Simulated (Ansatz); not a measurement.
# AlN: the cost of one run

Method: DFT PBEsol, scalar-relativistic, plane waves, PAW, in Ansatz 0.2.0.

2 further runs of the same task are left out: 2 set aside as unsound or not needed.

## (1) The starting structure

Symmetry: P6_3mc, No. 186, hexagonal system. The conventional cell has a = 3.114 Å, b = 3.114 Å, c = 4.983 Å, α = 90.00°, β = 90.00°, γ = 120.00°. Al (site symmetry 3m) is surrounded by 4 N at 1.89 to 1.90 Å. N (site symmetry 3m) is surrounded by 4 Al at 1.89 to 1.90 Å.

Coordinates:

```xyz
4
Lattice="3.1137 0.0000 0.0000 -1.5568 2.6965 0.0000 0.0000 0.0000 4.9834" Properties=species:S:1:pos:R:3 pbc="T T T"
Al    0.0000    1.7977    0.0075
Al    1.5568    0.8988    2.4992
N     0.0000    1.7977    1.9111
N     1.5568    0.8988    4.4028
```

It is the result of an earlier relaxation at this level (volume 10.46 Å³/atom; gap on the mesh: 4.10 eV).

## (2) The bulk's band edges

The input, input.yaml:

```yaml
crystal:
  lattice:
    - [3.1136926466, 0.0, 0.0]
    - [-1.5568463233, 2.6965369316, 0.0]
    - [0.0, 0.0, 4.9834165455]
  atoms:
    - { symbol: Al, position: [0.3333333333, 0.6666666667, 0.0015080761] }
    - { symbol: Al, position: [0.6666666667, 0.3333333333, 0.5015080761] }
    - { symbol: "N", position: [0.3333333333, 0.6666666667, 0.3834919239] }
    - { symbol: "N", position: [0.6666666667, 0.3333333333, 0.8834919239] }
basis:
  ecutwfc: 420
kpoints:
  mp_grid: { grid: [12, 12, 6] }
  band_path: { path: [VBM, CBM], npoints: 2 }
hamiltonian:
  xc: pbesol
scf:
  occupations: { method: gaussian, width: 0.02 }
output:
  forces: true
  stress: true
  eigenvalues: true
  write_density: true
  write_potential: true
  elf: true
  volumetric_format: npy
```

Run with:

```
> ansatz run input.yaml --threads 1 --pin off --max-ram 2560MiB --backend cpu --events-out ev --progress --plain --runs-dir out
```

What time and memory should one allow on 1 thread of Intel Xeon 6975P-C (Granite Rapids), shared host?

About 5 s, with a peak of 0.4 GiB.
